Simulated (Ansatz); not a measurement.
# GaAs (F-43m) in Ansatz: further runs

Aim: see how the results for GaAs move with the level of theory and the settings. Levels: RPBE, revPBE+D3(BJ), BLYP+D4, r2SCAN+rVV10. Tasks: relaxation of cell and atoms.

All numbers are computed with Ansatz 0.2.0; they aren't measurements. Logs are shortened: lines on timing, memory, paths and dates and some standing lists are left out, and cuts for length are marked.

## Step 1: The crystal as given

The structure is cubic, space group F-43m (No. 216). The conventional cell has a = 5.654 Å, b = 5.654 Å, c = 5.654 Å, α = 90.00°, β = 90.00°, γ = 90.00°. As (site symmetry -43m) has 4 Ga at 2.45 Å as nearest neighbours. Around Ga (site symmetry -43m) lie 4 As at 2.45 Å.

## Step 2: Relaxation of cell and atoms, RPBE

Contents of input.yaml:

```yaml
crystal:
  lattice:
    - [0.0, 2.82685, 2.82685]
    - [2.82685, 0.0, 2.82685]
    - [2.82685, 2.82685, 0.0]
  atoms:
    - { symbol: As, position: [0.75, 0.75, 0.75] }
    - { symbol: Ga, position: [0.0, 0.0, 0.0] }
hamiltonian:
  xc: rpbe
  pseudopotentials: { kind: paw }
kpoints:
  mp_grid: { grid: [8, 8, 8] }
scf:
  occupations: { method: fermi_dirac, width: 0.05 }
output:
  forces: true
  stress: true
relax:
  f_tol: 0.01
  max_steps: 40
  cell: { stress_tol: 0.05 }
```

Potentials or basis: Ansatz PAW.

Launch:

```sh
> ansatz run input.yaml --threads 2 --pin off --max-ram 5120MiB --backend cpu --events-out ev --progress --plain --runs-dir out
```

The program printed:

```text
Warning: RAYON_NUM_THREADS=2 ignored (pool sized by the plan → 2); use --threads N
Engine: ansatz 0.2.0, x86_64-unknown-linux-gnu
Pseudopotentials: kind: paw
Pseudopotential: As, paw, valence charge 15, recommended cutoff 420 eV (normal), As.paw.azcp
Pseudopotential: Ga, paw, valence charge 13, recommended cutoff 420 eV (normal), Ga.paw.azcp
Functional definition: RPBE
  parameter kappa = 0.804
  parameter beta = 0.06672455060314922
  exchange = rpbe_x(kappa = kappa, mu = beta*pi^2/3)
  correlation = pbe_c(beta = beta)
Crystal: 2 atoms, lattice volume = 45.179 Å³
Basis set: ecut = 420 eV, 893 PW (Γ), exchange–correlation on 54×54×54 points (8 copies of the dense FFT grid, shifted against one another)
Bands: 18, of which v1, the nominal top of the filled ones, is band 14 counted from 1 (13 counted from 0)
Symmetry: 24 space group operations
Space group: F-43m (ITA 216), of the structure as read, at distance tolerance 3.6e-5 Å
k-points: 29 of 512 (time reversal used)
Non-local potential: As, projectors of the file, l = 0: 2, l = 1: 2, l = 2: 3, l = 3: 1
Non-local potential: Ga, projectors of the file, l = 0: 2, l = 1: 2, l = 2: 3, l = 3: 1
PAW form: soft (Blöchl's): semilocal exchange-correlation on the pseudo side does not see the compensation charge
PAW frozen core: As, regenerated for the run's functional, and the local potential with it (the file was generated under x = pbe(κ = 0.804, μ = 0.2195149727645171), c = pbe(β = 0.06672455060314922))
PAW frozen core: Ga, regenerated for the run's functional, and the local potential with it (the file was generated under x = pbe(κ = 0.804, μ = 0.2195149727645171), c = pbe(β = 0.06672455060314922))
PAW one-centre angular grid: As, 590 points (default); XC on 64 Gauss nodes
PAW one-centre angular grid: Ga, 590 points (default); XC on 64 Gauss nodes
Initial density: superposition of atomic densities (neutral atoms: chi_scale 0, normalization atom), corrected by the library's trained network
Initial wavefunctions: pseudopotential atomic-orbital guess
Functional: x = rpbe, c = pbe(β = 0.06672455060314922)
SCF iter   1: F=—  HF=-8651.269186 eV  |F-HF|=—  |Δ(HF+E_count)|=         —  Δρ=2.89e-3  dr2=1.98e-3  ethr=1.77e-3  ⟨swp⟩=6.0  Hψ=2534  notcnv=0
preconditioner: auto → none  [insulator: Δε(μ)=0.631 eV  Ē_g=15.552 eV  σ=0.050 eV  W_gap=1.00  n_scr=14 (ndim 8)  ℏωp=23.4 eV  f_vac=0.086  D(μ)=0.00/eV (n_scr^D=0)  ε∞_Penn≈3.3]
SCF iter   2: F=—  HF=-8651.268027 eV  |F-HF|=—  |Δ(HF+E_count)|=   1.16e-3  Δρ=9.68e-4  dr2=4.86e-4  ethr=7.08e-6  ⟨swp⟩=2.0  Hψ=1210  notcnv=0
SCF iter   3: F=—  HF=-8651.267775 eV  |F-HF|=—  |Δ(HF+E_count)|=   2.51e-4  Δρ=4.75e-4  dr2=6.77e-5  ethr=1.73e-6  ⟨swp⟩=2.0  Hψ=783  notcnv=0
SCF iter   4: F=—  HF=-8651.267778 eV  |F-HF|=—  |Δ(HF+E_count)|=   2.76e-6  Δρ=1.25e-4  dr2=2.85e-6  ethr=2.42e-7  ⟨swp⟩=2.0  Hψ=638  notcnv=0
SCF iter   5: F=—  HF=-8651.267779 eV  |F-HF|=—  |Δ(HF+E_count)|=   4.49e-7  Δρ=4.44e-5  dr2=4.93e-7  ethr=1.02e-8  ⟨swp⟩=2.0  Hψ=928  notcnv=0
SCF iter   6: F=-8651.267779 eV  HF=-8651.267779 eV  |F-HF|=2.81e-8  |Δ(HF+E_count)|=   4.32e-7  Δρ=7.41e-6  dr2=1.86e-8  ethr=3.57e-10  ⟨swp⟩=4.2  Hψ=1856  notcnv=0
SCF 1 converged in 6 iterations: F = -8651.267779 eV  dr2 = 1.86e-8
relax step   1: F+E_penalty+E_count = -8651.26777898 eV  Δ(F+E_penalty+E_count) = +0.000e0 eV  max|allowed force component| = 1.203e-16 eV/Å  Δτ_max = 0.0000 Å  P = +5.238 GPa  Ω = 45.179 Å³  (6 SCF iters, dr2 threshold 1.00e-7 eV, accepted)
Crystal: 2 atoms, lattice volume = 48.014 Å³
Basis set: ecut = 420 eV, 941 PW (Γ), exchange–correlation on 54×54×54 points (8 copies of the dense FFT grid, shifted against one another)
Initial density: handed on by an earlier stage of this run
Initial wavefunctions: those handed on with the density
iter 1 solved again at ethr=8.59e-6 eV; its pass at ethr=3.10e-3 eV (dr2=2.40e-3 eV) is discarded
SCF iter   1: F=—  HF=-8651.319298 eV  |F-HF|=—  |Δ(HF+E_count)|=         —  Δρ=2.09e-3  dr2=2.40e-3  ethr=8.59e-6  ⟨swp⟩=2.0  Hψ=3344  notcnv=0
preconditioner: auto → none  [insulator: Δε(μ)=0.201 eV  Ē_g=15.231 eV  σ=0.050 eV  W_gap=0.73  n_scr=14 (ndim 8)  ℏωp=22.7 eV  f_vac=0.121  D(μ)=0.03/eV (n_scr^D=0)  ε∞_Penn≈3.2]
SCF iter   2: F=—  HF=-8651.319965 eV  |F-HF|=—  |Δ(HF+E_count)|=   6.67e-4  Δρ=1.05e-3  dr2=5.53e-4  ethr=8.56e-6  ⟨swp⟩=2.0  Hψ=577  notcnv=0
SCF iter   3: F=—  HF=-8651.320399 eV  |F-HF|=—  |Δ(HF+E_count)|=   4.34e-4  Δρ=1.72e-4  dr2=2.33e-5  ethr=1.97e-6  ⟨swp⟩=3.0  Hψ=962  notcnv=0
SCF iter   4: F=—  HF=-8651.320404 eV  |F-HF|=—  |Δ(HF+E_count)|=   4.72e-6  Δρ=7.67e-5  dr2=1.96e-6  ethr=8.31e-8  ⟨swp⟩=2.0  Hψ=929  notcnv=0
SCF iter   5: F=—  HF=-8651.320409 eV  |F-HF|=—  |Δ(HF+E_count)|=   5.39e-6  Δρ=3.62e-5  dr2=5.96e-7  ethr=7.14e-10  ⟨swp⟩=5.0  Hψ=2159  notcnv=0
SCF iter   6: F=-8651.320409 eV  HF=-8651.320409 eV  |F-HF|=2.03e-8  |Δ(HF+E_count)|=   2.59e-7  Δρ=9.43e-6  dr2=5.16e-8  ethr=7.14e-10  ⟨swp⟩=5.0  Hψ=2068  notcnv=0
SCF 2 converged in 6 iterations: F = -8651.320409 eV  dr2 = 5.16e-8
relax step   2: F+E_penalty+E_count = -8651.32040882 eV  Δ(F+E_penalty+E_count) = -5.263e-2 eV  max|allowed force component| = 2.486e-17 eV/Å  Δτ_max = 0.0000 Å  P = +1.027 GPa  Ω = 48.014 Å³  energy of the carried Pulay correction = -6.268e-4 eV  (6 SCF iters, dr2 threshold 2.00e-7 eV, accepted)
Crystal: 2 atoms, lattice volume = 48.759 Å³
iter 1 solved again at ethr=5.17e-7 eV; its pass at ethr=3.10e-3 eV (dr2=1.45e-4 eV) is discarded
SCF iter   1: F=—  HF=-8651.322899 eV  |F-HF|=—  |Δ(HF+E_count)|=         —  Δρ=5.47e-4  dr2=1.59e-4  ethr=5.17e-7  ⟨swp⟩=2.6  Hψ=3363  notcnv=0
preconditioner: auto → none  [insulator: Δε(μ)=0.812 eV  Ē_g=15.168 eV  σ=0.050 eV  W_gap=0.51  n_scr=14 (ndim 8)  ℏωp=22.6 eV  f_vac=0.115  D(μ)=0.05/eV (n_scr^D=0)  ε∞_Penn≈3.2]
SCF iter   2: F=—  HF=-8651.322936 eV  |F-HF|=—  |Δ(HF+E_count)|=   3.67e-5  Δρ=2.66e-4  dr2=3.45e-5  ethr=5.17e-7  ⟨swp⟩=2.1  Hψ=580  notcnv=0
SCF iter   3: F=—  HF=-8651.322961 eV  |F-HF|=—  |Δ(HF+E_count)|=   2.49e-5  Δρ=5.62e-5  dr2=2.18e-6  ethr=1.23e-7  ⟨swp⟩=2.0  Hψ=926  notcnv=0
SCF iter   4: F=-8651.322961 eV  HF=-8651.322960 eV  |F-HF|=2.82e-7  |Δ(HF+E_count)|=   4.98e-7  Δρ=1.92e-5  dr2=1.13e-7  ethr=7.14e-10  ⟨swp⟩=3.0  Hψ=2380  notcnv=0
SCF 3 converged in 4 iterations: F = -8651.322961 eV  dr2 = 1.13e-7
relax step   3: F+E_penalty+E_count = -8651.32296076 eV  Δ(F+E_penalty+E_count) = -2.552e-3 eV  max|allowed force component| = 3.412e-17 eV/Å  Δτ_max = 0.0000 Å  P = +0.152 GPa  Ω = 48.759 Å³  energy of the carried Pulay correction = -7.854e-4 eV  (4 SCF iters, dr2 threshold 2.00e-7 eV, accepted)
Crystal: 2 atoms, lattice volume = 48.894 Å³
iter 1 solved again at ethr=2.35e-8 eV; its pass at ethr=3.10e-3 eV (dr2=6.59e-6 eV) is discarded
SCF iter   1: F=—  HF=-8651.322993 eV  |F-HF|=—  |Δ(HF+E_count)|=         —  Δρ=1.01e-4  dr2=5.36e-6  ethr=2.35e-8  ⟨swp⟩=3.4  Hψ=3332  notcnv=0
preconditioner: auto → none  [insulator: Δε(μ)=0.826 eV  Ē_g=15.158 eV  σ=0.050 eV  W_gap=0.58  n_scr=14 (ndim 8)  ℏωp=22.5 eV  f_vac=0.114  D(μ)=0.06/eV (n_scr^D=0)  ε∞_Penn≈3.2]
SCF iter   2: F=—  HF=-8651.322997 eV  |F-HF|=—  |Δ(HF+E_count)|=   4.15e-6  Δρ=5.17e-5  dr2=1.31e-6  ethr=1.91e-8  ⟨swp⟩=2.0  Hψ=592  notcnv=0
SCF iter   3: F=—  HF=-8651.322999 eV  |F-HF|=—  |Δ(HF+E_count)|=   1.55e-6  Δρ=1.06e-5  dr2=8.42e-8  ethr=4.69e-9  ⟨swp⟩=2.3  Hψ=898  notcnv=0
SCF iter   4: F=-8651.322999 eV  HF=-8651.322999 eV  |F-HF|=1.22e-8  |Δ(HF+E_count)|=  6.98e-10  Δρ=3.69e-6  dr2=4.31e-9  ethr=2.07e-10  ⟨swp⟩=4.9  Hψ=1986  notcnv=0
SCF 4 converged in 4 iterations: F = -8651.322999 eV  dr2 = 4.31e-9
relax step   4: F+E_penalty+E_count = -8651.32299869 eV  Δ(F+E_penalty+E_count) = -3.793e-5 eV  max|allowed force component| = 3.412e-17 eV/Å  Δτ_max = 0.0000 Å  P = +0.004 GPa  Ω = 48.894 Å³  energy of the carried Pulay correction = -8.139e-4 eV  (4 SCF iters, dr2 threshold 5.79e-8 eV, accepted)
Basis set: ecut = 420 eV, 941 PW (Γ), exchange–correlation on 60×60×60 points (8 copies of the dense FFT grid, shifted against one another)
Initial wavefunctions: pseudopotential atomic-orbital guess (no wavefunctions were taken with the density)
iter 1 solved again at ethr=3.04e-7 eV; its pass at ethr=3.10e-3 eV (dr2=8.52e-5 eV) is discarded
SCF iter   1: F=—  HF=-8651.313770 eV  |F-HF|=—  |Δ(HF+E_count)|=         —  Δρ=7.22e-4  dr2=1.30e-5  ethr=3.04e-7  ⟨swp⟩=2.7  Hψ=3606  notcnv=0
preconditioner: auto → none  [insulator: Δε(μ)=0.828 eV  Ē_g=15.163 eV  σ=0.050 eV  W_gap=0.57  n_scr=14 (ndim 8)  ℏωp=22.5 eV  f_vac=0.110  D(μ)=0.06/eV (n_scr^D=0)  ε∞_Penn≈3.2]
SCF iter   2: F=—  HF=-8651.321216 eV  |F-HF|=—  |Δ(HF+E_count)|=   7.45e-3  Δρ=3.62e-4  dr2=2.59e-6  ethr=4.65e-8  ⟨swp⟩=2.9  Hψ=829  notcnv=0
SCF iter   3: F=—  HF=-8651.323262 eV  |F-HF|=—  |Δ(HF+E_count)|=   2.05e-3  Δρ=1.69e-4  dr2=9.60e-7  ethr=9.25e-9  ⟨swp⟩=3.0  Hψ=939  notcnv=0
SCF iter   4: F=—  HF=-8651.323805 eV  |F-HF|=—  |Δ(HF+E_count)|=   5.43e-4  Δρ=2.96e-5  dr2=3.40e-7  ethr=3.43e-9  ⟨swp⟩=2.9  Hψ=1058  notcnv=0
SCF iter   5: F=—  HF=-8651.323813 eV  |F-HF|=—  |Δ(HF+E_count)|=   8.11e-6  Δρ=4.14e-6  dr2=5.32e-9  ethr=1.21e-9  ⟨swp⟩=2.0  Hψ=929  notcnv=0
SCF iter   6: F=—  HF=-8651.323813 eV  |F-HF|=—  |Δ(HF+E_count)|=   2.34e-8  Δρ=2.58e-6  dr2=1.10e-9  ethr=1.90e-11  ⟨swp⟩=3.0  Hψ=962  notcnv=0
SCF iter   7: F=—  HF=-8651.323813 eV  |F-HF|=—  |Δ(HF+E_count)|=   8.13e-8  Δρ=4.74e-7  dr2=1.32e-10  ethr=3.92e-12  ⟨swp⟩=2.5  Hψ=919  notcnv=0
SCF iter   8: F=—  HF=-8651.323813 eV  |F-HF|=—  |Δ(HF+E_count)|=   1.84e-9  Δρ=1.77e-7  dr2=3.36e-11  ethr=1.00e-12  ⟨swp⟩=5.9  Hψ=2266  notcnv=0
SCF iter   9: F=-8651.323813 eV  HF=-8651.323813 eV  |F-HF|=3.64e-12  |Δ(HF+E_count)|=  1.18e-10  Δρ=4.56e-8  dr2=2.23e-12  ethr=1.00e-12  ⟨swp⟩=5.7  Hψ=1997  notcnv=0
SCF 5 converged in 9 iterations: F = -8651.323813 eV  dr2 = 2.23e-12
relax step   5: F+E_penalty+E_count = -8651.32381317 eV  Δ(F+E_penalty+E_count) = -8.145e-4 eV  max|allowed force component| = 3.412e-17 eV/Å  Δτ_max = 0.0000 Å  P = +0.007 GPa  Ω = 48.894 Å³  stress off target by 6.51e-3 GPa  SCF on the basis re-selected at this cell (its energy is not comparable with the rows above)  (9 SCF iters)
basis re-selected at this cell: Δ(F+E_penalty+E_count) = -8.145e-4 eV, ΔP = +0.002 GPa vs the last step (what re-selecting the basis moved, of the pressure what is left beyond the Pulay correction that the steps carried, after the strain that the cell walked since its last selection, with what the two solves' SCF thresholds leave and, on support functions, any second-order correction that the steps lacked; it is no measure of the basis error at this ecutwfc). The dense FFT grid was sized anew with the basis: this SCF ran on 30×30×30 points, the steps before it on 27×27×27, so part of this shift can come from that change (see relax.cell in the input reference). This SCF's stress stands 6.51e-3 GPa from its target on what of the cell is left free (relax.cell.stress_tol is 5.00e-2 GPa) and its largest allowed force component is 3.41e-17 eV/Å (relax.f_tol is 1.00e-2 eV/Å): within both
SCF converged after 9 iterations
Free energy (F): -8651.323813 eV
Harris-Foulkes:  -8651.323813 eV  (|F-HF|=3.64e-12)
Internal energy: -8651.323320 eV  (E = F + TS)
E sigma→0 (E₀):  -8651.323567 eV
Entropy (-TS):   -0.000493 eV (-0.246 meV/atom)
Fermi energy:    7.341600 eV
--- Per-component energies (eV) ---
  E_band       = -333.037775
  E_kinetic    = 217.195216
  E_local      = -4028.394770  (includes V_loc(G=0)·N_el)
  E_nonlocal   = -247.327220
  E_hartree    = 2019.183007
  E_xc         = -147.524038
  E_vxc        = -135.727818  (∫ρ·V_xc dr)
  E_paw        = -3835.528713  (= ΣΔE_a)
  E_vpaw       = -177.149160  (= ΣTr[D̂ρ^β])
  E_aug_tail   = -0.000112  (compensation charges beyond the density's cutoff)
  E_ewald      = -2628.568466
  E_core_change = -0.358225  (= ΣΔE_core)
  E_smearing   = -0.000493  (= −TS)
  E_closure    = -0.000000  (closes the sum)
  Σ components = -8651.323813   (vs F -8651.323813, Δ=0.00e0)
--- Forces (eV/Å), atoms counted from 1 ---
  atom   1  As     0.00000000     0.00000000    -0.00000000
  atom   2  Ga    -0.00000000    -0.00000000     0.00000000
  max |Σ_I F_I| component: 6.13e-17 eV/Å
--- Stress (GPa, compression-positive) ---
        0.006508      -0.000000      -0.000000
       -0.000000       0.006508       0.000000
       -0.000000       0.000000       0.006508
  P = ⅓ Tr σ = 0.0065 GPa (0.065 kbar)
--- Relaxed structure (4 steps of the walk, 4 accepted, 1 SCFs on fresh bases) ---
  F+E_penalty+E_count = -8651.32381317 eV   max|allowed force component| = 3.412e-17 eV/Å   (the final SCF, on the basis selected at the relaxed cell)
  cell:  # Å, volume = 48.8942 Å³
    - [-1.059468295263139e-33, 2.902301667944825, 2.902301667944825]
    - [2.902301667944825, 6.215264629717668e-33, 2.902301667944825]
    - [2.902301667944825, 2.902301667944825, 2.6612426469729538e-33]
  atoms:
    - { symbol: As, position: [0.7500000000000001, 0.7500000000000001, 0.7500000000000001] }
    - { symbol: Ga, position: [1.084400833017794e-33, -1.3682753966350174e-33, -9.935609726602826e-34] }
```

It took 2 s on 2 threads of AMD EPYC 9R45 (Zen 5), shared host; peak memory 0.43 GiB.

Results:

- Free energy: -8651.3238 eV
- Relaxed volume: 24.45 Å³/atom
- Relaxed cell: a = 4.104 Å, b = 4.104 Å, c = 4.104 Å, α = 60.00°, β = 60.00°, γ = 60.00°
- Space group after relaxing (to 0.05 Å): F-43m (No. 216)
- Energy gained by relaxing: 28.0 meV/atom
- Ionic steps: 5
- Pressure after relaxing: 0.0 GPa

Step by step:
| step | energy change (eV) | largest force (eV/Å) | volume (Å³) |
| --- | --- | --- | --- |
| 1 | 0.0000 | 0.0000 | 45.18 |
| 2 | -0.0526 | 0.0000 | 48.01 |
| 3 | -0.0552 | 0.0000 | 48.76 |
| 4 | -0.0552 | 0.0000 | 48.89 |
| 5 | -0.0560 | 0.0000 | 48.89 |

Final structure:
```xyz
2
Lattice="0.0000 2.9023 2.9023 2.9023 0.0000 2.9023 2.9023 2.9023 0.0000" Properties=species:S:1:pos:R:3 pbc="T T T"
As    4.3535    4.3535    4.3535
Ga    0.0000    0.0000    0.0000
```

Caveat: the plane-wave basis is chosen anew once the cell has moved, so the energies of steps on either side of that aren't comparable; the PAW data sets come from PBE, with cores solved anew for the run's functional, which leaves a small shift of forces and pressure.

## Step 3: Relaxation of cell and atoms, revPBE+D3(BJ)

input.yaml, as its differences from that of step 2:

```diff
@@ -9,4 +9,5 @@
 hamiltonian:
-  xc: rpbe
+  xc: revpbe
   pseudopotentials: { kind: paw }
+  dispersion: d3bj
 kpoints:
```

Potentials or basis: Ansatz PAW.

Launch:

```sh
> ansatz run input.yaml --threads 2 --pin off --max-ram 5120MiB --backend cpu --events-out ev --progress --plain --runs-dir out
```

It took 1.1 s on 2 threads of AMD EPYC 9R45 (Zen 5), shared host; peak memory 0.41 GiB.

Results (log left out):

```yaml
Free_energy: -8649.2276 eV
Relaxed_volume: 22.55 Å³/atom
Relaxed_cell: a = 3.995 Å, b = 3.995 Å, c = 3.995 Å, α = 60.00°, β = 60.00°, γ = 60.00°
Space_group_after_relaxing_to_0.05_Å: F-43m (No. 216)
Energy_gained_by_relaxing: 0.0 meV/atom
Ionic_steps: 3
Pressure_after_relaxing: 0.0 GPa
Band_gap_on_the_k_mesh: 0.62 eV
```

Final structure:
```xyz
2
Lattice="0.0000 2.8252 2.8252 2.8252 0.0000 2.8252 2.8252 2.8252 0.0000" Properties=species:S:1:pos:R:3 pbc="T T T"
As    4.2379    4.2379    4.2379
Ga    0.0000    0.0000    0.0000
```

Caveat: the plane-wave basis is chosen anew once the cell has moved, so the energies of steps on either side of that aren't comparable; the PAW data sets come from PBE, with cores solved anew for the run's functional, which leaves a small shift of forces and pressure.

(Part 1 of 2 ends here.)
